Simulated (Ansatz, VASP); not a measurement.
# Two plane-wave programs on GaP

File INCAR:

```
SYSTEM = GaP
PREC     = Accurate       ! precision mode
ENCUT    = 520            ! plane-wave cutoff, eV
EDIFF    = 1E-6           ! SCF threshold, eV
ISMEAR   = 0              ! smearing method
SIGMA    = 0.05           ! smearing width, eV
LREAL    = .False.        ! projectors in reciprocal space
LASPH    = .True.         ! aspherical terms in the spheres
NELM     = 100            ! most SCF steps
ALGO     = Normal         ! electronic algorithm
ISIF     = 2              ! what is computed and relaxed
LWAVE    = .False.        ! write WAVECAR
LCHARG   = .True.         ! write CHGCAR
GGA      = PS             ! functional
LELF     = .True.         ! ELF
LVHAR    = .True.       
NBANDS   = 16             ! bands
```

Contents of KPOINTS:

```
Automatic mesh
0
Gamma
  10 10 10
  0 0 0
```

File POSCAR:

```
GaP
1.0
    0.0000000000      2.5768369313      2.7181824170
    2.7181824170      0.0000000000      2.7181824170
    2.7181824170      2.5768369313      0.0000000000
Ga P
1 1
Direct
    0.0000000000      0.0000000000      0.0000000000
    0.7500000000      0.7500000000      0.7500000000
```

Input for Ansatz:

```yaml
crystal:
  lattice:
    - [0.0, 2.5768369313, 2.718182417]
    - [2.718182417, 0.0, 2.718182417]
    - [2.718182417, 2.5768369313, 0.0]
  atoms:
    - { symbol: Ga, position: [0.0, 0.0, 0.0] }
    - { symbol: P, position: [0.75, 0.75, 0.75] }
basis:
  ecutwfc: 420
kpoints:
  mp_grid: { grid: [10, 10, 10] }
hamiltonian:
  xc: pbesol
  pseudopotentials: { kind: paw, azcp: { folder: soft_1 } }
scf:
  occupations: { method: gaussian, width: 0.05 }
output:
  forces: true
  stress: true
  eigenvalues: true
```

Alike in both runs: task single point; functional PBEsol; k mesh 10 × 10 × 10; occupations gaussian, width 0.05 eV; no spin polarisation.

```csv
,VASP,Ansatz
version,VASP 6.6.1,Ansatz 0.2.0
potentials or method,"VASP PAW PBE potentials, release 64 (Ga_d, P)","scalar-relativistic, plane waves, PAW"
plane-wave cutoff (eV),520,420
valence electrons in the cell,18,18
```

|  | VASP | Ansatz | Ansatz less VASP |
| --- | --- | --- | --- |
| gap on the k mesh at the Fermi level (eV) | 0.86 | 0.86 | -0.001 |
| least direct gap on the mesh (eV) | 2.05 | 2.04 | -0.010 |
| pressure (GPa) | 5.0 | 5.2 | +0.15 |
| largest component of the traceless stress (GPa) | 2.38 | 2.36 | -0.015 |

Ansatz warned: «pseudo_functional_mismatch».

Caveats: the PAW data sets were made with another functional, which shifts forces and pressure a little (VASP). A k mesh can miss the band edges.
